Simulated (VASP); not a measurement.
LiH: relaxation of cell and atoms with PBE+D3(BJ)

The system is LiH.

```
Li H
1.0
     0.00000    2.00862    2.00862
     2.00862    0.00000    2.00862
     2.00862    2.00862    0.00000
Li H
1 1
Direct
  0.00000 0.00000 0.00000
  0.50000 0.50000 0.50000
```

The cell is a database's computed one.

```
Program                : VASP 6.6.1
Task                   : relaxation of cell and atoms
Functional             : PBE
Dispersion             : D3(BJ)
Potentials or basis    : VASP PAW PBE potentials, release 64 (Li_sv, H)
Cutoff                 : 600 eV
k mesh                 : 10 × 10 × 10
Occupations            : gaussian, width 0.02 eV
Spin                   : no spin polarisation
Further INCAR settings : ALGO = Normal; EDIFF = 1e-07; IBRION = 2; EDIFFG = -0.005; NSW = 90; ISIF = 3
```

```yaml
Relaxed_volume: 7.23 Å³/atom
Relaxed_cell: a = 2.734 Å, b = 2.734 Å, c = 2.734 Å, α = 60.00°, β = 60.00°, γ = 60.00°
Space_group_after_relaxing_to_0.05_Å: Fm-3m (No. 225)
Energy_gained_by_relaxing: 11.3 meV/atom
Ionic_steps: 4
Pressure_after_relaxing: 0.1 GPa
Band_gap_on_the_k_mesh: 2.89 eV, direct
Dispersion_energy_per_atom: -0.186 eV
```

The path:
| step | energy change (eV) | largest force (eV/Å) | pressure (GPa) | volume (Å³) |
| --- | --- | --- | --- | --- |
| 1 | 0.0000 | 0.0000 | -3.85 | 16.21 |
| 2 | -0.0098 | 0.0000 | -3.04 | 15.75 |
| 3 | -0.0221 | 0.0000 | -0.71 | 14.73 |
| 4 | -0.0227 | 0.0000 | 0.06 | 14.45 |

Final structure:
```
Li H
1.0
     0.00000    1.93323    1.93323
     1.93323    0.00000    1.93323
     1.93323    1.93323    0.00000
Li H
1 1
Direct
  0.00000 0.00000 0.00000
  0.50000 0.50000 0.50000
```

Levels at points of the mesh, in eV from the valence-band top:
| k point | band 1 | band 2 | band 3 | band 4 | band 5 | band 6 |
| --- | --- | --- | --- | --- | --- | --- |
| (0.00, 0.00, 0.00) | -44.21 | -5.85 | 17.54 | 19.03 | 19.03 | 19.03 |
| (0.50, 0.00, 0.00) | -44.14 | -2.96 | 5.19 | 14.63 | 17.52 | 17.52 |
| (0.50, 0.50, 0.00) | -44.12 | 0.00 | 2.89 | 11.36 | 11.36 | 14.66 |

Run time: 12 s on 1 thread of Intel(R) Xeon(R) Platinum 8488C (Sapphire Rapids), on a shared host, peak memory 0.14 GiB.

Caveat: the cutoff is under 1.25 times the usual one of these potentials, so pressure, stress and relaxed cells hold a basis-set (Pulay) error. A k mesh can miss the band edges.
